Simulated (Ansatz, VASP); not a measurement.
## One calculation of ZnS, two programs

```
Zn S
1.0
     0.00000    2.09071    2.09071
     2.09071    0.00000    2.09071
     2.09071    2.09071    0.00000
Zn S
1 1
Direct
  0.00000 0.00000 0.00000
  0.50000 0.50000 0.50000
```

Change from the starting cell: volume scaled by 0.55, LAPW.

Alike in both runs: task single point; functional PBE; k mesh 14 × 14 × 14; occupations fermi-dirac, width 0.08 eV; no spin polarisation.

```csv
,VASP,Ansatz
version,VASP 6.6.1,Ansatz 0.2.0
potentials or method,"VASP PAW PBE potentials, release 64 (Zn, S), cutoff 520 eV","all-electron LAPW, scalar-relativistic"
```

```tsv
	VASP	Ansatz	Ansatz less VASP
pressure (GPa)	196.8	194.9	-1.96
```

Ansatz ran all-electron here, so the differences hold the error of VASP's frozen core and of both bases.

Caveats: the cell as given lies far from equilibrium; so large a pressure means that the cell lies far from this level's equilibrium, or that cutoff or potentials fall short (VASP).
